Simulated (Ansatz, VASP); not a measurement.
## Two plane-wave programs on Rh

```
Rh
1.0
     0.00000    1.89785    1.89785
     1.89785    0.00000    1.89785
     1.89785    1.89785    0.00000
Rh
1
Direct
  0.00000 0.00000 0.00000
```

Alike in both runs: task single point; functional PBE; k mesh 15 × 15 × 15; no spin polarisation.

```csv
,VASP,Ansatz
version,VASP 6.6.1,Ansatz 0.2.0
potentials or method,"VASP PAW PBE potentials, release 64 (Rh_pv)","plane waves, PAW"
plane-wave cutoff (eV),520,600
occupations,"methfessel-paxton of order 1, width 0.1 eV","cold, width 0.1 eV"
valence electrons in the cell,15,17
```

VASP gave:

```
pressure (GPa) : 7.5
```

Task: What did Ansatz give for the same quantities?

Result: Pressure (GPa): 7.3.

The two sets of potentials don't hold the same shells in valence. Ansatz warned: «stress_scf_threshold_loose».
